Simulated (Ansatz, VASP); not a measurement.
**One calculation of MgS, two programs**

File INCAR:

```
ALGO = Normal
EDIFF = 1E-6
ENCUT = 520
GGA = PE
ISIF = 2
ISMEAR = -1
LASPH = True
LCHARG = True
LELF = True
LREAL = False
LVHAR = True
LWAVE = False
NBANDS = 11
NELM = 100
PREC = Accurate
SIGMA = 0.01
```

KPOINTS

```
k-points
0
Gamma
  8 8 8
```

File POSCAR:

```
MgS
1.0
    0.0000000000      2.6016500000      2.5756335000
    2.6016500000      0.0000000000      2.5756335000
    2.6016500000      2.6016500000      0.0000000000
Mg S
1 1
Direct
    0.0000000000      0.0000000000      0.0000000000
    0.5000000000      0.5000000000      0.5000000000
```

Input for Ansatz:

```yaml
crystal:
  lattice:
    - [0.0, 2.60165, 2.5756335]
    - [2.60165, 0.0, 2.5756335]
    - [2.60165, 2.60165, 0.0]
  atoms:
    - { symbol: Mg, position: [0.0, 0.0, 0.0] }
    - { symbol: S, position: [0.5, 0.5, 0.5] }
kpoints:
  mp_grid: { grid: [8, 8, 8] }
  band_path:
    path:
      - [0.0, 0.0, 0.0]
      - [0.0, 0.5, 0.5]
      - [0.25, 0.75, 0.5]
      - [0.0, 0.5, 0.0]
      - [0.0, 0.0, 0.0]
      - [0.5, 0.5, 0.0]
      - [0.3775380063, 0.6224619937, 0.0]
      - [-0.3775380063, 0.3775380063, 0.0]
      - [0.0, 0.0, 0.0]
    npoints: 5
scf:
  occupations: { method: fermi_dirac, width: 0.01 }
hamiltonian:
  xc: pbe
  pseudopotentials: { kind: all_electron, lapw: { basis_error: 0.00025 } }
output:
  forces: true
  stress: true
  eigenvalues: true
```

Change from the starting cell: zz strain of -1 %.

Alike in both runs: task single point; functional PBE; k mesh 8 × 8 × 8; occupations fermi-dirac, width 0.01 eV; no spin polarisation.

|  | VASP | Ansatz |
| --- | --- | --- |
| version | VASP 6.6.1 | Ansatz 0.2.0 |
| potentials or method | VASP PAW PBE potentials, release 64 (Mg, S) | all-electron LAPW, scalar-relativistic |
| plane-wave cutoff (eV) | 520 | see its input |

VASP gave:

* gap on the k mesh at the Fermi level (eV): 2.75
* pressure (GPa): 1.7
* largest component of the traceless stress (GPa): 0.76

Q: Which values does Ansatz return?

A: gap on the k mesh at the Fermi level (eV): 2.76; pressure (GPa): 2.0; largest component of the traceless stress (GPa): 0.76.

Ansatz ran all-electron here, so the differences hold the error of VASP's frozen core and of both bases.

A k mesh can miss the band edges.
